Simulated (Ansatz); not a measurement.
Something may be wrong with this Ansatz 0.2.0 calculation of Nb.

File input.yaml:

```yaml
crystal:
  lattice:
    - [0.0, 2.115, 2.115]
    - [2.115, 0.0, 2.115]
    - [2.115, 2.115, 0.0]
  atoms:
    - { symbol: Nb, position: [0.0, 0.0, 0.0], spin: 0.501, spin_axis: [0.289, 0.289, 0.289] }
hamiltonian:
  xc: pbesol
  pseudopotentials: { kind: paw_fr }
  dispersion: d3bj
  hubbard: { sites: [{ species: Nb, l: d, u_eff: 3.0 }], double_counting: amf }
magnetization:
  noncollinear: true
  spin_orbit: true
kpoints:
  mp_grid: { grid: [11, 11, 11] }
scf:
  occupations: { method: fermi_dirac, width: 0.15 }
  max_iter: 50
output:
  forces: true
  stress: true
  eigenvalues: true
total_charge: 4
```

Potentials or basis: Ansatz PAW.

Launch:

```bash
$ ansatz run input.yaml --threads 1 --pin off --max-ram 2560MiB --backend cpu --events-out ev --progress --plain --runs-dir out
```

Output:

```text
Warning: output.stress: scf.convergence.dr2_threshold = 1e-7 eV (the SCF's general default) is looser than the 1e-10 eV advised for a printed stress (1e-10 eV for each atom of the cell: 1). What an SCF threshold leaves in a stress goes as its square root, and in the free energy as the threshold itself, and one threshold admits the most on a small cell: of the crystals measured, under no hybrid functional and no lock of the moments, on runs that ended without the residual-converged pass, on stresses that held no estimate of that error, the worst erred by over 100 MPa in a component at 1e-7 eV an atom and by under 5 at 1e-10. Set scf.convergence.dr2_threshold to 1e-10 eV or tighter. The threshold is an SCF's pass mark: one that does not reach it within its budget of iterations ends unconverged, or closes short of it on a stop that the run arms, and scf.convergence.dr2_threshold's page says what that costs each kind of run
Warning: RAYON_NUM_THREADS=1 ignored (pool sized by the plan → 1); use --threads N
Nb: projections on atomic orbitals take those of the free atom [Ar 3d10] 4s2 4p6 4d4 5s1, of charge +0.00 (hamiltonian.pseudopotentials.projection_atoms); the dataset's partial waves leave at most 2.8e-8 of an orbital's norm unspanned inside its sphere
Engine: ansatz 0.2.0, x86_64-unknown-linux-gnu
Pseudopotentials: kind: paw_fr
Pseudopotential: Nb, paw_fr, valence charge 13, recommended cutoff 420 eV (normal), Nb.paw.azcp#standard-fr
Functional definition: PBEsol
  exchange = pbesol_x
  correlation = pbesol_c
Crystal: 1 atoms, lattice volume = 18.922 Å³
Basis set: ecut = 420 eV, 339 PW (Γ), exchange–correlation on 40×40×40 points (8 copies of the dense FFT grid, shifted against one another)
[... 63 lines left out ...]
  E_closure    = 0.000000  (closes the sum)
  E_deformation_potential = 99.322431  (in the stress; not in F)
  Σ components = -4562.079600   (vs F -4562.079600, Δ=0.00e0)
DFT+U double counting: amf (around mean field; hamiltonian.hubbard.double_counting)
--- Hubbard shell moments (per corrected site; Tr N, ν in electrons; μ in μ_B) ---
  shell 0: Tr N=0.9317  μ_S=(+0.3937, +0.3937, +0.3937)  μ_L=(-0.0147, -0.0147, -0.0147)  μ=(+0.3790, +0.3790, +0.3790)  ν=0.0097 along (+0.577, +0.577, +0.577)
--- Forces (eV/Å), atoms counted from 1 ---
  atom   1  Nb     0.00000000     0.00000000     0.00000000
  max |Σ_I F_I| component: 2.89e-18 eV/Å
--- Stress (GPa, compression-positive) ---
      189.585384       0.006017       0.006017
        0.006017     189.585384       0.006017
        0.006017       0.006017     189.585384
  P = ⅓ Tr σ = 189.5854 GPa (1895.854 kbar)
[... 5 lines left out ...]
Occupation matrices written to <dir>
```

Question: Diagnose the run.

Answer: Self-consistency was reached. The input holds a flaw that was put in on purpose: a charge that the system can't hold (total_charge = 4). The program doesn't stop on it, so the numbers can't be trusted though the run ends normally.
